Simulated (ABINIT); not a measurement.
The system is MoS2.

```
CELL_PARAMETERS angstrom
1.58000 0.91221 6.15000
-1.58000 0.91221 6.15000
0.00000 -1.82443 6.15000
ATOMIC_POSITIONS crystal
Mo 0.00000 0.00000 0.00000
S 0.41700 0.41700 0.41700
S 0.25000 0.25000 0.25000
```

Measurements of this composition are mostly on another form, of space group No. 194.

Base run:

| Item | Value |
| --- | --- |
| Program | ABINIT 10.8.3 (patched build) |
| Functional | PBE |
| Potentials or basis | JTH PAW PBE v2.0 |
| Cutoff | 544 eV |
| k mesh | 10 × 10 × 10 |
| Occupations | fermi-dirac, width 0.05 eV |
| Spin | no spin polarisation |

Its results: band gap on the k mesh 0.96 eV, indirect (least direct gap 1.96 eV); pressure 5.4 GPa; largest force 0.526 eV/Å.

**Question.** The run is repeated on the same cell with these changes: functional from PBE to PBEsol. What comes out?

**Answer.** Band gap on the k mesh 0.91 eV, indirect (least direct gap 1.96 eV); pressure 0.6 GPa; largest force 0.289 eV/Å.

PBEsol binds more tightly than PBE, so the same cell stands under less pressure.

Caveats: the PAW data sets were made with another functional, which shifts forces and pressure a little (some runs).

A k mesh can miss the band edges.

Not every run made on this cell is shown here.
